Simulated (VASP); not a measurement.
Wanted: the native input for a VASP 6.6.1 run.

```
Task                   : relaxation of cell and atoms
Functional             : PBEsol
Potentials or basis    : VASP PAW PBE potentials, release 64 (In_d, As)
Cutoff                 : 520 eV
k mesh                 : 10 × 10 × 10
Occupations            : gaussian, width 0.02 eV
Spin                   : no spin polarisation
Further INCAR settings : ALGO = Normal; EDIFF = 1e-07; IBRION = 2; EDIFFG = -0.002; NSW = 80; ISIF = 3
```

The structure of InAs lies in POSCAR:

```
InAs                                    
1.0
   -0.0000000000      3.0451190917      3.0451190917
    3.0451190917      0.0000000000      3.0451190917
    3.0451190917      3.0451190917      0.0000000000
  In              As            
     1     1
Direct
     0.0000000000000000    0.0000000000000000    0.0000000000000000
     0.2500000000000000    0.2500000000000000    0.2500000000000000
```

These files were run (other wordings do the same):

INCAR

```
PREC = Accurate
ENCUT = 520
EDIFF = 1E-7
ISMEAR = 0
SIGMA = 0.02
LREAL = False
LASPH = True
NELM = 60
ALGO = Normal
ISIF = 3
LWAVE = False
LCHARG = False
GGA = PS
IBRION = 2
NSW = 80
EDIFFG = -0.002
KPAR = 4
```

KPOINTS

```
regular mesh
0
Gamma
  10 10 10
```

Potentials or basis: VASP PAW PBE potentials, release 64 (In_d, As).

The run is started by

```sh
$ cat potpaw_PBE.64/In_d/POTCAR potpaw_PBE.64/As/POTCAR > POTCAR
$ mpirun -np 4 vasp_std > vasp.out
```

Results of the run:

The pressure after relaxing is 0.0 GPa and the band gap on the k mesh is none (metal or under the smearing width).

Caveat: the relaxation stopped at its first step, so nothing moved; the PAW data sets were made with another functional, which shifts forces and pressure a little; this crystal is a semiconductor, whose small gap the functional closes, so the metal is an error of the method.

Wall time 7.3 s on 4 MPI ranks on AMD EPYC 9R14 (Zen 4), with other jobs on the host, peak memory 0.17 GiB a rank.
